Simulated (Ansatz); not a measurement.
Runs of Ansatz 0.2.0 on Si. Symmetry: P6_3/mmc, No. 194, hexagonal system. Conventional cell: a = 3.831 Å, b = 3.831 Å, c = 6.333 Å, α = 90.00°, β = 90.00°, γ = 120.00°. Around Si (site symmetry 3m) lie 4 Si at 2.35 to 2.37 Å. This isn't the form of Si at room conditions, which is diamond.

```tsv
task	level	potentials or basis	spin	cutoff (eV)	smearing	basis error allowed	gap on the mesh (eV)	pressure (GPa)	V0 of scaled cells (Å³/atom)	B0 (GPa)	largest force (eV/Å)
single point	PBEsol	all-electron LAPW, scalar-relativistic	off	220	fermi-dirac 0.05 eV	0.001 eV/atom	0.31	-0.5	-	-	0.01
equation of state	PBEsol	all-electron LAPW, scalar-relativistic	off	-	fermi-dirac 0.05 eV	0.002 eV/atom	-	-	20.02	94	-
equation of state	PBEsol	all-electron LAPW, scalar-relativistic	off	-	fermi-dirac 0.05 eV	0.001 eV/atom	-	-	20.02	94	-
equation of state	LDA	all-electron LAPW, scalar-relativistic	off	-	fermi-dirac 0.05 eV	0.002 eV/atom	-	-	19.67	96	-
band structure	PBEsol	all-electron LAPW, scalar-relativistic	off	197	fermi-dirac 0.05 eV	0.002 eV/atom	0.31	-0.5	-	-	0.01
band structure	LDA	all-electron LAPW, scalar-relativistic	off	197	fermi-dirac 0.05 eV	0.002 eV/atom	(b)	-2.1	-	-	0.02
band structure	BLYP+D3(BJ)+ATM	all-electron PAW datasets made for the crystal	collinear, random start	180	fermi-dirac 0.15 eV	-	(a)	-1.0	-	-	0.01
```

Alike in all rows: cell as given; k mesh 8 × 8 × 4.

Task: Estimate the missing entries.

Result: (a) 0.65; (b) 0.32.

Caveats: the cell was scaled at fixed shape and fractional positions, which overstates the stiffness of a crystal with free parameters, most of all of layers and chains (some runs).

A k mesh can miss the band edges.

Not every run made on this cell is shown here.
